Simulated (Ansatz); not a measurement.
LiBr (Fm-3m) under several functionals

Plane-wave DFT in Ansatz with scalar-relativistic PAW potentials. The same structure was relaxed (cell and atoms, symmetry kept) in separate runs at each level. No spin polarisation.

How do the levels PBE, PBEsol, r2SCAN compare?

| level | cutoff (eV) | k mesh | V (Å³/atom) | a (Å) | gap (eV) |
| --- | --- | --- | --- | --- | --- |
| PBEsol | 420 | 8×8×8 | 19.818 | 5.412 | 4.98 |
| r2SCAN | 500 | 8×8×8 | 20.569 | 5.480 | 5.88 |
| PBE | 420 | 8×8×8 | 20.917 | 5.511 | 4.92 |

The usual order of volumes, PBEsol < PBE, holds here (19.818, 20.917 Å³/atom). As a rule PBEsol, built on the gradient expansion of slowly varying densities, lies between LDA and PBE; PBE's stronger gradient term for exchange weakens bonds. r2SCAN lies 1.7 % under PBE in volume. Each gap belongs to its own cell, so it mixes the functional's effect with that of the volume; gaps are the least found on the k mesh or on a band path.